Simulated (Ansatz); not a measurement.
Start of a relaxation, (101) slab as cut from the bulk (C, P6_3/mmc (No. 194), (1 0 1) face):

```yaml
crystal:
  lattice:
    - [2.49881, 0.00000, 0.00000]
    - [-1.24941, 4.68995, 0.00000]
    - [0.00000, 0.00000, 26.19938]
  atoms:
    - { symbol: C, position: [0.36343, 0.72685, 0.28627] }
    - { symbol: C, position: [0.84948, 0.69896, 0.31990] }
    - { symbol: C, position: [0.11722, 0.23445, 0.33211] }
    - { symbol: C, position: [0.70214, 0.40428, 0.34733] }
    - { symbol: C, position: [0.96988, 0.93976, 0.35955] }
    - { symbol: C, position: [0.45594, 0.91187, 0.39318] }
    - { symbol: C, position: [0.72368, 0.44736, 0.40539] }
    - { symbol: C, position: [0.30859, 0.61719, 0.42061] }
    - { symbol: C, position: [0.57634, 0.15267, 0.43283] }
    - { symbol: C, position: [0.06239, 0.12478, 0.46646] }
    - { symbol: C, position: [0.33013, 0.66027, 0.47867] }
    - { symbol: C, position: [0.91505, 0.83010, 0.49389] }
    - { symbol: C, position: [0.18279, 0.36558, 0.50611] }
    - { symbol: C, position: [0.66884, 0.33769, 0.53974] }
    - { symbol: C, position: [0.93659, 0.87317, 0.55195] }
    - { symbol: C, position: [0.52150, 0.04300, 0.56717] }
    - { symbol: C, position: [0.78924, 0.57849, 0.57939] }
    - { symbol: C, position: [0.27530, 0.55060, 0.61302] }
    - { symbol: C, position: [0.54304, 0.08608, 0.62523] }
    - { symbol: C, position: [0.12796, 0.25591, 0.64045] }
    - { symbol: C, position: [0.39570, 0.79140, 0.65267] }
    - { symbol: C, position: [0.88175, 0.76351, 0.68630] }
    - { symbol: C, position: [0.14950, 0.29899, 0.69851] }
    - { symbol: C, position: [0.73441, 0.46882, 0.71373] }
```

All numbers below come from DFT PBEsol, scalar-relativistic, plane waves, PAW (Ansatz). Settings: cutoff 420 eV, Γ-centred mesh 11×6×1 on the computed 24-atom cell, Gaussian smearing of 0.05 eV; no spin polarisation. A dipole correction removes the field between periodic images along c.

All atoms are free. The cell is fixed. Force threshold 0.02 eV/Å.

Q: Where does it end?

A: The energy falls by 1.861 eV in 12 steps, to:

```
C
1.0
     2.49881    0.00000    0.00000
    -1.24941    4.68995    0.00000
     0.00000    0.00000   26.19938
C
24
Direct
  0.28258 0.56524 0.29541
  0.83675 0.67360 0.31869
  0.12676 0.25348 0.33504
  0.69906 0.39806 0.35264
  0.96974 0.93951 0.35450
  0.45792 0.91586 0.39027
  0.72885 0.45771 0.40803
  0.31422 0.62844 0.42121
  0.57839 0.15682 0.43215
  0.06454 0.12912 0.46588
  0.33546 0.67095 0.47900
  0.91943 0.83887 0.49420
  0.18646 0.37295 0.50562
  0.67252 0.34509 0.53935
  0.94130 0.88263 0.55204
  0.52584 0.05165 0.56722
  0.79363 0.58734 0.57923
  0.27898 0.55808 0.61246
  0.54772 0.09537 0.62544
  0.13130 0.26232 0.64018
  0.40430 0.80871 0.65415
  0.87811 0.75648 0.68439
  0.16600 0.33194 0.69744
  0.74105 0.48156 0.70591
```

Cost: 1 run of about 11 core-minutes, on Intel Xeon 6975P-C (Granite Rapids) (shared hosts).